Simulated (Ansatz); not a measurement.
Si, space group P6/mmm, a phonon calculation by linear response

With the Ansatz DFT code, driven from Python.

Interactive session:
```pycon
>>> from pathlib import Path
>>> import ansatz as az
>>> import numpy as np
>>> lattice = az.Lattice.of(
...     [2.527, 0.0, 0.0],
...     [-1.2635, 2.188446, 0.0],
...     [0.0, 0.0, 2.373],
... )
>>> sites = [
...     ('Si', [0.0, 0.0, 0.0]),
... ]
>>> structure = az.Crystal(lattice=lattice)
>>> for symbol, position in sites:
...     structure = structure.atom(symbol, position)
...
>>> [site.symbol for site in structure.resolved().sites]
['Si']
>>> calc = (
...     structure.calculation()
...     .functional('PBE')
...     .basis(510)
...     .occupations('fermi_dirac', width=100 * az.meV)
...     .kpoints(14, 14, 14)
...     .phonons('dfpt', points=[(0, 0, 0), (0.5, 0, 0.5), (0.5, 0, 0)])
... )
>>> outcome = calc.run(threads=1, pin='off', runs_dir='runs')
RunWarning: eigensolver did not converge (k=14): 1 band(s) unlocked after 20 sweeps at ethr=1.00e-12 eV (lowest unlocked band 5, counted from 0; max residual 7.36e-6 eV among the unlocked bands, [...]
>>> ph = outcome.phonons
>>> for q in ph.qpoints:
...     thz = np.asarray(q.omega_inv_cm) / 33.35641
...     print('q = ({:.2f}, {:.2f}, {:.2f})'.format(*q.q_frac), np.round(thz, 2) + 0.0, 'THz')
...
q = (0.00, 0.00, 0.00) [0. 0. 0.] THz
q = (0.50, 0.00, 0.50) [ 2.37 10.1  13.64] THz
q = (0.50, 0.00, 0.00) [ 3.81  5.88 12.35] THz
```

Notes:
- The cell isn't relaxed first, so the values belong to this volume.
- This isn't the structure that Si takes at ambient conditions.
- Warnings are shown shortened and without file and line.
- The structure is taken as given; imaginary modes can come from an unrelaxed or unstable start. Phonons of metals also depend on mesh and smearing.
- Finished in 19 s on 1 thread of Arm Neoverse V2, with other jobs on the host, peak memory 0.53 GiB.
